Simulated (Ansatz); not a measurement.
# HfC (Fm-3m) in Ansatz: further runs

Aim: see how the results for HfC move with the level of theory and the settings. Levels: PBE+D3(BJ), PBE+D4, RPBE+D4, revPBE+D3(BJ), revPBE+D4. Tasks: relaxation of cell and atoms.

All numbers are computed with Ansatz 0.2.0; they aren't measurements. Logs are shortened: lines on timing, memory, paths and dates and some standing lists are left out, and cuts for length are marked.

**1. Starting point**

It takes space group Fm-3m (No. 225, cubic). Conventional cell: a = 4.650 Å, b = 4.650 Å, c = 4.650 Å, α = 90.00°, β = 90.00°, γ = 90.00°. Hf (site symmetry m-3m) has 6 C at 2.33 Å as nearest neighbours. C (site symmetry m-3m) has 6 Hf at 2.33 Å as nearest neighbours.

**2. Relaxation of cell and atoms, PBE+D3(BJ)**

Input file input.yaml:

```yaml
crystal:
  lattice:
    - [0.0, 2.325, 2.325]
    - [2.325, 0.0, 2.325]
    - [2.325, 2.325, 0.0]
  atoms:
    - { symbol: Hf, position: [0.5, 0.5, 0.5] }
    - { symbol: C, position: [0.0, 0.0, 0.0] }
hamiltonian:
  xc: pbe
  pseudopotentials: { kind: paw }
  dispersion: d3bj
kpoints:
  mp_grid: { grid: [10, 10, 10] }
scf:
  occupations: { method: fermi_dirac, width: 0.05 }
output:
  forces: true
  stress: true
relax:
  f_tol: 0.01
  max_steps: 40
  cell: { stress_tol: 0.05 }
```

Potentials or basis: Ansatz PAW.

Run with:

```sh
$ ansatz run input.yaml --threads 2 --pin off --max-ram 5632MiB --backend cpu --events-out ev --progress --plain --runs-dir out
```

Standard output:

```text
Warning: RAYON_NUM_THREADS=2 ignored (pool sized by the plan → 2); use --threads N
Engine: ansatz 0.2.0, x86_64-unknown-linux-gnu
Pseudopotentials: kind: paw
Pseudopotential: Hf, paw, valence charge 26, recommended cutoff 420 eV (normal), Hf.paw.azcp
Pseudopotential: C, paw, valence charge 4, recommended cutoff 420 eV (normal), C.paw.azcp
Functional definition: PBE
  parameter kappa = 0.804
  parameter beta = 0.06672455060314922
  exchange = pbe_x(kappa = kappa, mu = beta*pi^2/3)
  correlation = pbe_c(beta = beta)
Crystal: 2 atoms, lattice volume = 25.136 Å³
Basis set: ecut = 420 eV, 531 PW (Γ), exchange–correlation on 48×48×48 points (8 copies of the dense FFT grid, shifted against one another)
Bands: 19, of which v1, the nominal top of the filled ones, is band 15 counted from 1 (14 counted from 0)
Symmetry: 48 space group operations
Space group: Fm-3m (ITA 225), of the structure as read, at distance tolerance 2.9e-5 Å
k-points: 47 of 1000
Non-local potential: Hf, projectors of the file, l = 0: 3, l = 1: 2, l = 2: 2, l = 3: 3
Non-local potential: C, projectors of the file, l = 0: 2, l = 1: 2, l = 2: 1
PAW form: soft (Blöchl's): semilocal exchange-correlation on the pseudo side does not see the compensation charge
PAW one-centre angular grid: Hf, 590 points (default); XC on 64 Gauss nodes
PAW one-centre angular grid: C, 110 points (default); XC on 64 Gauss nodes
Initial density: superposition of atomic densities (neutral atoms: chi_scale 0, normalization atom), corrected by the library's trained network
Initial wavefunctions: pseudopotential atomic-orbital guess
Functional: x = pbe(κ = 0.804, μ = 0.2195149727645171), c = pbe(β = 0.06672455060314922)
SCF iter   1: F=—  HF=-15974.856982 eV  |F-HF|=—  |Δ(HF+E_count)|=         —  Δρ=1.63e-3  dr2=6.95e-4  ethr=1.77e-3  ⟨swp⟩=5.0  Hψ=3692  notcnv=0
preconditioner: auto → Kerker (q_TF=auto, 2.810 Å⁻¹)  [metal: Δε(μ)=0.136 eV  Ē_g=18.157 eV  σ=0.050 eV  W_gap=0.48  n_scr=14 (ndim 8)  ℏωp=39.2 eV  f_vac=0.000  D(μ)=0.33/eV (n_scr^D=0)]
SCF iter   2: F=—  HF=-15974.856802 eV  |F-HF|=—  |Δ(HF+E_count)|=   1.80e-4  Δρ=7.48e-4  dr2=8.32e-5  ethr=2.32e-6  ⟨swp⟩=2.3  Hψ=1899  notcnv=0
SCF iter   3: F=—  HF=-15974.856824 eV  |F-HF|=—  |Δ(HF+E_count)|=   2.19e-5  Δρ=3.17e-4  dr2=1.00e-5  ethr=2.77e-7  ⟨swp⟩=2.2  Hψ=1572  notcnv=0
SCF iter   4: F=—  HF=-15974.856826 eV  |F-HF|=—  |Δ(HF+E_count)|=   2.39e-6  Δρ=1.40e-4  dr2=2.78e-6  ethr=3.33e-8  ⟨swp⟩=3.0  Hψ=1941  notcnv=0
SCF iter   5: F=—  HF=-15974.856826 eV  |F-HF|=—  |Δ(HF+E_count)|=   4.43e-7  Δρ=3.20e-5  dr2=1.32e-7  ethr=9.28e-9  ⟨swp⟩=2.0  Hψ=1593  notcnv=0
SCF iter   6: F=—  HF=-15974.856826 eV  |F-HF|=—  |Δ(HF+E_count)|=   6.90e-8  Δρ=8.54e-6  dr2=1.20e-8  ethr=3.33e-10  ⟨swp⟩=5.3  Hψ=3719  notcnv=0
SCF iter   7: F=-15974.856826 eV  HF=-15974.856826 eV  |F-HF|=1.38e-8  |Δ(HF+E_count)|=   1.04e-8  Δρ=3.61e-6  dr2=2.48e-9  ethr=4.01e-11  ⟨swp⟩=4.4  Hψ=3055  notcnv=0
SCF 1 converged in 7 iterations: F = -15974.856826 eV  dr2 = 2.48e-9
relax step   1: F+E_penalty+E_count = -15974.85682584 eV  Δ(F+E_penalty+E_count) = +0.000e0 eV  max|allowed force component| = 4.944e-29 eV/Å  Δτ_max = 0.0000 Å  P = -4.557 GPa  Ω = 25.136 Å³  (7 SCF iters, dr2 threshold 1.00e-7 eV, accepted)
Crystal: 2 atoms, lattice volume = 24.296 Å³
Initial density: handed on by an earlier stage of this run
Initial wavefunctions: those handed on with the density
iter 1 solved again at ethr=2.37e-5 eV; its pass at ethr=3.10e-3 eV (dr2=7.12e-3 eV) is discarded
SCF iter   1: F=—  HF=-15974.862719 eV  |F-HF|=—  |Δ(HF+E_count)|=         —  Δρ=4.99e-3  dr2=7.29e-3  ethr=2.37e-5  ⟨swp⟩=1.1  Hψ=5119  notcnv=0
preconditioner: auto → none  [insulator: Δε(μ)=0.147 eV  Ē_g=18.233 eV  σ=0.050 eV  W_gap=0.53  n_scr=14 (ndim 8)  ℏωp=39.9 eV  f_vac=0.000  D(μ)=0.31/eV (n_scr^D=0)  ε∞_Penn≈5.8]
SCF iter   2: F=—  HF=-15974.861104 eV  |F-HF|=—  |Δ(HF+E_count)|=   1.61e-3  Δρ=1.34e-3  dr2=5.42e-4  ethr=2.37e-5  ⟨swp⟩=2.0  Hψ=1133  notcnv=0
SCF iter   3: F=—  HF=-15974.861006 eV  |F-HF|=—  |Δ(HF+E_count)|=   9.81e-5  Δρ=1.59e-4  dr2=3.43e-6  ethr=1.81e-6  ⟨swp⟩=2.0  Hψ=1151  notcnv=0
SCF iter   4: F=—  HF=-15974.861006 eV  |F-HF|=—  |Δ(HF+E_count)|=   5.17e-8  Δρ=1.66e-4  dr2=3.67e-6  ethr=1.14e-8  ⟨swp⟩=2.4  Hψ=1723  notcnv=0
iter 5 did not close the SCF: its close was put off for the readings that it lacked (scf_convergence_deferred on its scf_iter line)
SCF iter   5: F=-15974.861004 eV  HF=-15974.861004 eV  |F-HF|=5.49e-8  |Δ(HF+E_count)|=   2.55e-6  Δρ=1.91e-5  dr2=4.92e-8  ethr=1.14e-8  ⟨swp⟩=2.3  Hψ=1558  notcnv=0
SCF iter   6: F=-15974.861004 eV  HF=-15974.861004 eV  |F-HF|=2.71e-10  |Δ(HF+E_count)|=   9.91e-8  Δρ=1.90e-6  dr2=4.27e-10  ethr=1.64e-10  ⟨swp⟩=3.0  Hψ=3834  notcnv=0
SCF 2 converged in 6 iterations: F = -15974.861004 eV  dr2 = 4.27e-10
relax step   2: F+E_penalty+E_count = -15974.86100399 eV  Δ(F+E_penalty+E_count) = -4.178e-3 eV  max|allowed force component| = 1.345e-28 eV/Å  Δτ_max = 0.0000 Å  P = +3.676 GPa  Ω = 24.296 Å³  energy of the carried Pulay correction = +1.270e-3 eV  (6 SCF iters, dr2 threshold 2.00e-7 eV, accepted)
Crystal: 2 atoms, lattice volume = 24.664 Å³
iter 1 solved again at ethr=5.66e-6 eV; its pass at ethr=3.10e-3 eV (dr2=1.70e-3 eV) is discarded
SCF iter   1: F=—  HF=-15974.864854 eV  |F-HF|=—  |Δ(HF+E_count)|=         —  Δρ=2.25e-3  dr2=1.52e-3  ethr=5.66e-6  ⟨swp⟩=2.0  Hψ=4844  notcnv=0
preconditioner: auto → Kerker (q_TF=auto, 2.819 Å⁻¹)  [metal: Δε(μ)=0.136 eV  Ē_g=18.227 eV  σ=0.050 eV  W_gap=0.47  n_scr=14 (ndim 8)  ℏωp=39.6 eV  f_vac=0.000  D(μ)=0.31/eV (n_scr^D=0)]
SCF iter   2: F=—  HF=-15974.864528 eV  |F-HF|=—  |Δ(HF+E_count)|=   3.26e-4  Δρ=6.93e-4  dr2=1.38e-4  ethr=5.06e-6  ⟨swp⟩=2.0  Hψ=1107  notcnv=0
SCF iter   3: F=—  HF=-15974.864498 eV  |F-HF|=—  |Δ(HF+E_count)|=   2.98e-5  Δρ=2.07e-4  dr2=9.56e-6  ethr=4.58e-7  ⟨swp⟩=2.0  Hψ=1418  notcnv=0
SCF iter   4: F=—  HF=-15974.864498 eV  |F-HF|=—  |Δ(HF+E_count)|=   8.25e-8  Δρ=1.59e-4  dr2=6.63e-6  ethr=3.19e-8  ⟨swp⟩=2.0  Hψ=1457  notcnv=0
SCF iter   5: F=—  HF=-15974.864497 eV  |F-HF|=—  |Δ(HF+E_count)|=   1.48e-6  Δρ=3.87e-5  dr2=4.06e-7  ethr=2.21e-8  ⟨swp⟩=3.0  Hψ=1572  notcnv=0
SCF iter   6: F=-15974.864497 eV  HF=-15974.864497 eV  |F-HF|=6.05e-8  |Δ(HF+E_count)|=   6.71e-8  Δρ=1.71e-5  dr2=6.68e-8  ethr=6.67e-10  ⟨swp⟩=4.8  Hψ=3478  notcnv=0
SCF 3 converged in 6 iterations: F = -15974.864497 eV  dr2 = 6.68e-8
relax step   3: F+E_penalty+E_count = -15974.86449657 eV  Δ(F+E_penalty+E_count) = -3.493e-3 eV  max|allowed force component| = 7.343e-29 eV/Å  Δτ_max = 0.0000 Å  P = -0.100 GPa  Ω = 24.664 Å³  energy of the carried Pulay correction = +7.082e-4 eV  (6 SCF iters, dr2 threshold 2.00e-7 eV, accepted)
Crystal: 2 atoms, lattice volume = 24.654 Å³
iter 1 solved again at ethr=3.26e-9 eV; its pass at ethr=3.10e-3 eV (dr2=9.77e-7 eV) is discarded
SCF iter   1: F=—  HF=-15974.864518 eV  |F-HF|=—  |Δ(HF+E_count)|=         —  Δρ=5.35e-5  dr2=8.56e-7  ethr=3.26e-9  ⟨swp⟩=2.0  Hψ=4712  notcnv=0
preconditioner: auto → Kerker (q_TF=auto, 2.819 Å⁻¹)  [metal: Δε(μ)=0.138 eV  Ē_g=18.215 eV  σ=0.050 eV  W_gap=0.49  n_scr=14 (ndim 8)  ℏωp=39.6 eV  f_vac=0.000  D(μ)=0.31/eV (n_scr^D=0)]
SCF iter   2: F=—  HF=-15974.864515 eV  |F-HF|=—  |Δ(HF+E_count)|=   2.84e-6  Δρ=1.54e-5  dr2=4.79e-8  ethr=2.85e-9  ⟨swp⟩=2.0  Hψ=1407  notcnv=0
SCF iter   3: F=—  HF=-15974.864515 eV  |F-HF|=—  |Δ(HF+E_count)|=   1.10e-8  Δρ=6.38e-6  dr2=5.70e-9  ethr=8.27e-11  ⟨swp⟩=5.1  Hψ=3581  notcnv=0
SCF iter   4: F=-15974.864515 eV  HF=-15974.864515 eV  |F-HF|=1.53e-9  |Δ(HF+E_count)|=   5.68e-9  Δρ=5.09e-6  dr2=4.31e-9  ethr=1.90e-11  ⟨swp⟩=4.4  Hψ=3181  notcnv=0
SCF 4 converged in 4 iterations: F = -15974.864515 eV  dr2 = 4.31e-9
relax step   4: F+E_penalty+E_count = -15974.86451473 eV  Δ(F+E_penalty+E_count) = -1.816e-5 eV  max|allowed force component| = 3.405e-29 eV/Å  Δτ_max = 0.0000 Å  P = -0.003 GPa  Ω = 24.654 Å³  energy of the carried Pulay correction = +7.231e-4 eV  (4 SCF iters, dr2 threshold 2.48e-8 eV, accepted)
Initial wavefunctions: pseudopotential atomic-orbital guess (no wavefunctions were taken with the density)
iter 1 solved again at ethr=2.65e-9 eV; its pass at ethr=3.10e-3 eV (dr2=7.96e-7 eV) is discarded
SCF iter   1: F=—  HF=-15974.863818 eV  |F-HF|=—  |Δ(HF+E_count)|=         —  Δρ=6.78e-5  dr2=2.09e-7  ethr=2.65e-9  ⟨swp⟩=4.5  Hψ=7075  notcnv=0
preconditioner: auto → Kerker (q_TF=auto, 2.819 Å⁻¹)  [metal: Δε(μ)=0.138 eV  Ē_g=18.216 eV  σ=0.050 eV  W_gap=0.49  n_scr=14 (ndim 8)  ℏωp=39.6 eV  f_vac=0.000  D(μ)=0.31/eV (n_scr^D=0)]
SCF iter   2: F=—  HF=-15974.863816 eV  |F-HF|=—  |Δ(HF+E_count)|=   2.86e-6  Δρ=3.77e-5  dr2=7.43e-8  ethr=6.96e-10  ⟨swp⟩=2.6  Hψ=1664  notcnv=0
SCF iter   3: F=—  HF=-15974.863816 eV  |F-HF|=—  |Δ(HF+E_count)|=   5.80e-8  Δρ=2.32e-5  dr2=2.20e-8  ethr=2.48e-10  ⟨swp⟩=2.4  Hψ=1554  notcnv=0
SCF iter   4: F=—  HF=-15974.863816 eV  |F-HF|=—  |Δ(HF+E_count)|=   4.70e-8  Δρ=4.16e-6  dr2=8.73e-10  ethr=7.34e-11  ⟨swp⟩=2.1  Hψ=1183  notcnv=0
SCF iter   5: F=—  HF=-15974.863816 eV  |F-HF|=—  |Δ(HF+E_count)|=   1.34e-9  Δρ=4.86e-7  dr2=1.78e-11  ethr=1.00e-12  ⟨swp⟩=5.2  Hψ=5371  notcnv=0
SCF iter   6: F=-15974.863816 eV  HF=-15974.863816 eV  |F-HF|=3.64e-12  |Δ(HF+E_count)|=  5.09e-11  Δρ=1.52e-7  dr2=1.16e-12  ethr=1.00e-12  ⟨swp⟩=5.7  Hψ=4247  notcnv=0
SCF 5 converged in 6 iterations: F = -15974.863816 eV  dr2 = 1.16e-12
relax step   5: F+E_penalty+E_count = -15974.86381564 eV  Δ(F+E_penalty+E_count) = +6.991e-4 eV  max|allowed force component| = 2.468e-29 eV/Å  Δτ_max = 0.0000 Å  P = -0.030 GPa  Ω = 24.654 Å³  stress off target by 2.98e-2 GPa  SCF on the basis re-selected at this cell (its energy is not comparable with the rows above)  (6 SCF iters)
basis re-selected at this cell: Δ(F+E_penalty+E_count) = +6.991e-4 eV, ΔP = -0.027 GPa vs the last step (what re-selecting the basis moved, of the pressure what is left beyond the Pulay correction that the steps carried, after the strain that the cell walked since its last selection, with what the two solves' SCF thresholds leave and, on support functions, any second-order correction that the steps lacked; it is no measure of the basis error at this ecutwfc). This SCF's stress stands 2.98e-2 GPa from its target on what of the cell is left free (relax.cell.stress_tol is 5.00e-2 GPa) and its largest allowed force component is 2.47e-29 eV/Å (relax.f_tol is 1.00e-2 eV/Å): within both
SCF converged after 6 iterations
Free energy (F): -15974.863816 eV
Harris-Foulkes:  -15974.863816 eV  (|F-HF|=3.64e-12)
Internal energy: -15974.861154 eV  (E = F + TS)
E sigma→0 (E₀):  -15974.862485 eV
Entropy (-TS):   -0.002661 eV (-1.331 meV/atom)
Fermi energy:    20.590598 eV
--- Per-component energies (eV) ---
  E_band       = 125.912196
  E_kinetic    = 512.933394
  E_local      = -4934.501107  (includes V_loc(G=0)·N_el)
  E_nonlocal   = -1216.714275
  E_hartree    = 2338.175894
  E_xc         = -349.454336
  E_vxc        = -327.658342  (∫ρ·V_xc dr)
  E_paw        = -7027.058235  (= ΣΔE_a)
  E_vpaw       = 1415.500716  (= ΣTr[D̂ρ^β])
  E_aug_tail   = 0.000005  (compensation charges beyond the density's cutoff)
  E_ewald      = -5297.511375
  E_disp       = -0.731119  (pairwise vdW)
  E_smearing   = -0.002661  (= −TS)
  E_closure    = 0.000000  (closes the sum)
  Σ components = -15974.863816   (vs F -15974.863816, Δ=0.00e0)
--- Forces (eV/Å), atoms counted from 1 ---
  atom   1  Hf     0.00000000    -0.00000000     0.00000000
  atom   2  C     -0.00000000    -0.00000000    -0.00000000
  max |Σ_I F_I| component: 5.16e-29 eV/Å
--- Stress (GPa, compression-positive) ---
       -0.029785      -0.000000      -0.000000
       -0.000000      -0.029785       0.000000
       -0.000000      -0.000000      -0.029785
  P = ⅓ Tr σ = -0.0298 GPa (-0.298 kbar)
--- Relaxed structure (4 steps of the walk, 4 accepted, 1 SCFs on fresh bases) ---
  F+E_penalty+E_count = -15974.86381564 eV   max|allowed force component| = 2.468e-29 eV/Å   (the final SCF, on the basis selected at the relaxed cell)
  cell:  # Å, volume = 24.6543 Å³
    - [-7.643058049343376e-35, 2.3100467800202673, 2.3100467800202673]
    - [2.3100467800202673, 1.1719355675659855e-33, 2.3100467800202673]
    - [2.3100467800202673, 2.3100467800202673, -1.2738430082238965e-34]
  atoms:
    - { symbol: Hf, position: [0.5, 0.5, 0.5] }
    - { symbol: C, position: [2.1571795973214237e-36, -3.0200514362051824e-36, -1.0354462066735083e-35] }
```

Run time: 2.7 s. Hardware: 2 threads of Intel Xeon Platinum 8488C (Sapphire Rapids), shared host; peak memory 0.38 GiB.

Results:

```
Free energy                            : -15974.8638 eV
Relaxed volume                         : 12.33 Å³/atom
Relaxed cell                           : a = 3.267 Å, b = 3.267 Å, c = 3.267 Å, α = 60.00°, β = 60.00°, γ = 60.00°
Space group after relaxing (to 0.05 Å) : Fm-3m (No. 225)
Energy gained by relaxing              : 3.5 meV/atom
Ionic steps                            : 5
Pressure after relaxing                : 0.0 GPa
```

Step by step:
```tsv
step	energy change (eV)	largest force (eV/Å)	volume (Å³)
1	0.0000	0.0000	25.14
2	-0.0042	0.0000	24.30
3	-0.0077	0.0000	24.66
4	-0.0077	0.0000	24.65
5	-0.0070	0.0000	24.65
```

Final structure:
```
Hf C
1.0
     0.00000    2.31005    2.31005
     2.31005    0.00000    2.31005
     2.31005    2.31005    0.00000
Hf C
1 1
Direct
  0.50000 0.50000 0.50000
  0.00000 0.00000 0.00000
```

Caveat: the plane-wave basis is chosen anew once the cell has moved, so the energies of steps on either side of that aren't comparable.

[end of part 1 of 2]
